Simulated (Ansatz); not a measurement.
# Ge: the cost of one run

Method: DFT PBEsol, scalar-relativistic, plane waves, PAW, in Ansatz 0.2.0.

## 1. The structure to begin with

Symmetry: P6_3/mmc, No. 194, hexagonal system. The conventional cell has a = 3.285 Å, b = 3.285 Å, c = 5.332 Å, α = 90.00°, β = 90.00°, γ = 120.00°. Ge (site symmetry -6m2) is surrounded by 12 Ge at 3.27 to 3.29 Å.

Coordinates:

```xyz
2
Lattice="3.2853 0.0000 0.0000 -1.6427 2.8452 0.0000 0.0000 0.0000 5.3322" Properties=species:S:1:pos:R:3 pbc="T T T"
Ge    0.0000    1.8968    1.3331
Ge    1.6427    0.9484    3.9992
```

This is candidate A: hcp type (P6_3/mmc, No. 194).

(A quick probe on a coarse mesh, which set the mesh and smearing, is not shown.)

## 3. A loose first relaxation (candidate A)

input.yaml reads:

```yaml
crystal:
  lattice:
    - [3.2853008098, 0.0, 0.0]
    - [-1.6426504049, 2.8451539603, 0.0]
    - [0.0, 0.0, 5.3322172022]
  atoms:
    - { symbol: Ge, position: [0.3333333333, 0.6666666667, 0.25] }
    - { symbol: Ge, position: [0.6666666667, 0.3333333333, 0.75] }
basis:
  ecutwfc: 420
kpoints:
  mp_grid: { grid: [6, 6, 4] }
hamiltonian:
  xc: pbesol
scf:
  occupations: { method: gaussian, width: 0.1 }
  lower_state_search: "off"
output:
  forces: true
  stress: true
  eigenvalues: true
relax:
  adjacent_minimum: "off"
  f_tol: 0.04
  max_steps: 70
  cell: { stress_tol: 0.4 }
```

Q: Estimate wall time and peak memory on 1 thread of an Arm CPU, shared host.

About 6.8 s, with a peak of 0.3 GiB.
